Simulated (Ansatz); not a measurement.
# CoO: the cost of one run

Method: DFT PBE+U, scalar-relativistic, plane waves, PAW, in Ansatz 0.2.0.

5 further runs of the same task are left out: 5 that didn't finish.

### Step 1. The starting structure

It takes space group P6_3mc (No. 186, hexagonal). The conventional cell has a = 3.198 Å, b = 3.198 Å, c = 5.229 Å, α = 90.00°, β = 90.00°, γ = 120.00°. Co (site symmetry 3m) has 4 O at 1.92 to 1.97 Å as nearest neighbours. Around O (site symmetry 3m) lie 4 Co at 1.92 to 1.97 Å.

Structure file:

```xyz
4
Lattice="3.1976 0.0000 0.0000 -1.5988 2.7692 0.0000 0.0000 0.0000 5.2287" Properties=species:S:1:pos:R:3 pbc="T T T"
Co    0.0000    0.0000    0.0182
Co    0.0000    1.8462    2.6319
O     0.0000    0.0000    1.9430
O     0.0000    1.8462    4.5571
```

### Step 2. No spin polarisation

Contents of input.yaml:

```yaml
crystal:
  lattice:
    - [3.1976457435, 0.0, 0.0]
    - [-1.5988228718, 2.7692424462, 0.0]
    - [0.0, 0.0, 5.22870971]
  atoms:
    - { symbol: Co, position: [0.0, 0.0, 0.00347414] }
    - { symbol: Co, position: [0.3333333333, 0.6666666667, 0.50336241] }
    - { symbol: O, position: [0.0, 0.0, 0.37160885] }
    - { symbol: O, position: [0.3333333333, 0.6666666667, 0.8715556] }
basis:
  ecutwfc: 420
kpoints:
  mp_grid: { grid: [12, 12, 8] }
hamiltonian:
  xc: pbe
  hubbard: { sites: [{ species: Co, l: d, u_eff: 3.32 }] }
scf:
  occupations: { method: gaussian, width: 0.02 }
output:
  forces: true
  stress: true
  eigenvalues: true
  write_density: true
  write_potential: true
  elf: true
  volumetric_format: npy
```

The run is started by

```bash
> ansatz run input.yaml --threads 1 --pin off --max-ram 2560MiB --backend cpu --events-out ev --progress --plain --runs-dir out
```

**Question.** How long does this run take on 1 thread of Intel Xeon at 2.70GHz, shared host, and how much memory does it need?

About 2.1 min, with a peak of 0.56 GiB.
